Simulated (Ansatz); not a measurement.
Runs of Ansatz 0.2.0 on InSe. The structure is trigonal, space group R3m (No. 160). The conventional cell has a = 4.000 Å, b = 4.000 Å, c = 25.320 Å, α = 90.00°, β = 90.00°, γ = 120.00°. In (site symmetry 3m) is surrounded by 3 Se at 2.63 Å and 1 In at 2.82 Å. In (site symmetry 3m) is surrounded by 3 Se at 2.64 Å and 1 In at 2.82 Å. Se (site symmetry 3m) is surrounded by 3 In at 2.63 Å. Se (site symmetry 3m) is surrounded by 3 In at 2.64 Å. 

```csv
level,gap on the mesh (eV),pressure (GPa),relaxed volume (Å³/atom)
PBEsol+D3(BJ)-ATM,0.33,0.0,(a)
PBEsol+D3(BJ),0.34,0.0,27.38
PBEsol+D4,0.31,0.0,27.98
PBEsol,(b),0.0,29.33
```

Alike in all rows: task relaxation of cell and atoms; potentials or basis Ansatz PAW; no spin polarisation; cell relaxed; k mesh 8 × 8 × 8; cutoff (eV) 420; smearing fermi-dirac 0.05 eV.

Estimate the missing entries.

(a) 27.55; (b) 0.37.

Caveats: the plane-wave basis is chosen anew once the cell has moved, so the energies of steps on either side of that aren't comparable; spin-orbit coupling is left out, which moves the levels of the heavy elements; the PAW data sets come from PBE, with cores solved anew for the run's functional, which leaves a small shift of forces and pressure.

A k mesh can miss the band edges, and the runs leave out spin-orbit coupling on In, Se.
